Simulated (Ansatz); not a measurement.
## Pressure series in BeO

Take BeO in the wurtzite structure (space group P6_3mc, No. 186; a = 2.693 Å, c = 4.373 Å) as the base.

Cell and atoms are relaxed at each pressure.

The values are results of PBEsol (Ansatz, a quantum-chemistry and plane-wave program), without spin-orbit coupling, not measurements.

```
pressure (GPa)  volume per atom (Å³/atom)
--------------  -------------------------
-2                                  6.930
-1                                  6.897
0                                   6.865
0.3                                 6.856
0.7                                     ?
1.5                                 6.819
3                                   6.773
7.5                                 6.646
10                                  6.580
```

### Question
Fit the third-order Birch–Murnaghan form P(V) = (3B₀/2)[(V₀/V)^(7/3) − (V₀/V)^(5/3)]·[1 + (3/4)(B₀′ − 4)((V₀/V)^(2/3) − 1)] (squares taken in P) to the rows shown and predict the withheld row.

### Answer
Least squares on the printed values gives V₀ = 6.865 Å³/atom, B₀ = 217 GPa, B₀′ = 3.9; this predicts 6.843 Å³/atom, and the run gives 6.844 Å³/atom, in agreement.

Load acts through the strain it causes; cell and atoms are relaxed under it. Stability against distortions was not tested. Competing high-pressure phases were not computed.
